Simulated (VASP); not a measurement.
Crystal: VO2.

```xyz
6
Lattice="4.5300 0.0000 0.0000 0.0000 4.5300 0.0000 0.0000 0.0000 2.8690" Properties=species:S:1:pos:R:3 pbc="T T T"
V     0.0000    0.0000    0.0000
V     2.2650    2.2650    1.4345
O     1.3817    1.3817    0.0000
O     0.8834    3.6467    1.4345
O     3.1483    3.1483    0.0000
O     3.6467    0.8834    1.4345
```

| Quantity | Value |
| --- | --- |
| Program | VASP 6.6.1 |
| Task | relaxation of cell and atoms |
| Functional | PBE |
| Potentials or basis | VASP PAW PBE potentials, release 64 (V_sv, O) |
| Cutoff | 600 eV |
| k mesh | 6 × 6 × 10 |
| Occupations | gaussian, width 0.03 eV |
| Spin | collinear spin, ferromagnetic start |
| Starting moments | [1.0, 1.0, 0.0, 0.0, 0.0, 0.0] μB |
| Hubbard terms | V d U = 3.25 eV |

At the start: pressure 13.6 GPa; volume 9.81 Å³/atom.

Q: Where does the relaxation end?

A: Over 8 steps the energy falls by 32.3 meV/atom and the volume is 10.50 Å³/atom (+7.0 %); space group P4_2/mnm (No. 136, to 0.05 Å); moment 2.00 μB per cell.

The path:
```tsv
step	energy change (eV)	largest force (eV/Å)	pressure (GPa)	volume (Å³)
1	0.0000	0.0184	13.57	58.87
2	-0.0156	0.9037	-11.47	66.24
3	-0.1563	0.6264	-0.32	62.59
4	-0.1913	0.0882	-1.38	63.43
5	-0.1914	0.0684	-1.44	63.46
6	-0.1915	0.0832	1.49	62.66
7	-0.1934	0.0068	0.03	63.05
8	-0.1937	0.0004	-0.02	63.02
```

Final structure:
```
V O
1.0
     4.62443    0.00000    0.00000
     0.00000    4.62443    0.00000
     0.00000    0.00000    2.94698
V O
2 4
Cartesian
  0.0000 0.0000 0.0000
  2.3122 2.3122 1.4735
  1.4317 1.4317 0.0000
  0.8805 3.7439 1.4735
  3.1927 3.1927 2.9470
  3.7439 0.8805 1.4735
```
